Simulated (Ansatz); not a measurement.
Space group Fm-3m (No. 225). a = 3.830 Å, b = 3.830 Å, c = 3.830 Å, α = 90.00°, β = 90.00°, γ = 90.00°
```tsv
atom	site	symmetry	x	y	z
Rh	4a	m-3m	0.0000	0.0000	0.0000
```

Equation of state of this Rh structure (not necessarily the ground state), with shape and atoms relaxed at each volume where symmetry leaves them free. It has no gap at any of these volumes. Computed with DFT PBE, scalar-relativistic, plane waves, PAW (Ansatz).

Plane waves to 420 eV, a k mesh through Γ of 18×18×18 on the computed 1-atom cell and Gaussian smearing (0.10 eV); no spin polarisation.

```csv
V (Å³/atom),E − E(largest V) (meV/atom),P (GPa)
12.360,116.90,45.65
12.781,16.97,30.93
13.203,-47.58,18.67
13.624,-82.68,8.47
14.045,-93.27,-0.01
14.467,-83.51,-7.05
14.888,-56.85,-12.89
15.450,0.00,-19.12
```

Fit a third-order Birch–Murnaghan equation to E(V).

V0 = 14.04 Å³/atom, B0 = 257 GPa, B0' = 5.2.